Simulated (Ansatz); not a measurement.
# WC under changes of volume

One of the cells (10.542 Å³/atom); the others are scaled copies at fixed shape and fractional positions:

```xyz
2
Lattice="0.0000 2.1927 2.1927 2.1927 0.0000 2.1927 2.1927 2.1927 0.0000" Properties=species:S:1:pos:R:3 pbc="T T T"
W     0.0000    0.0000    0.0000
C     2.1927    2.1927    2.1927
```

Measurements of this composition are mostly on another form, of space group No. 187.

| Quantity | Value |
| --- | --- |
| Program | Ansatz 0.2.0 |
| Functional | LDA |
| Potentials or basis | Ansatz PAW |
| Cutoff | 420 eV (not typed: the program's choice for these potentials) |
| k mesh | 10 × 10 × 10 |
| Occupations | fermi-dirac, width 0.05 eV |
| Spin | no spin polarisation |

| volume (Å³/atom) | energy over the lowest point (meV/atom) | pressure (GPa) |
| --- | --- | --- |
| 9.910 | ? | ? |
| 10.120 | 0.00 | -1.2 |
| 10.331 | 6.85 | -9.1 |
| 10.542 | 23.52 | -16.1 |
| 10.753 | 49.03 | -22.4 |
| 10.964 | 82.34 | -28.1 |
| 11.175 | 122.74 | -33.2 |

**Question.** What does the run at 9.910 Å³/atom give?

**Answer.** Energy over the lowest point 4.14 meV/atom; pressure 7.7 GPa.

Worked out: A Birch-Murnaghan fit of order 3 (a polynomial in V^(-2/3)) to the other rows has its minimum at 10.09 Å³/atom, just outside them, with B0 = V·E''(V) = 405 GPa and B' = 4.4. It gives 4.10 meV/atom at 9.910 Å³/atom, against the run's 4.14, and -dE/dV = 7.6 GPa, against 7.7.

Energies are extrapolated to zero smearing.

Caveats: the PAW data sets come from PBE, with cores solved anew for the run's functional, which leaves a small shift of forces and pressure.
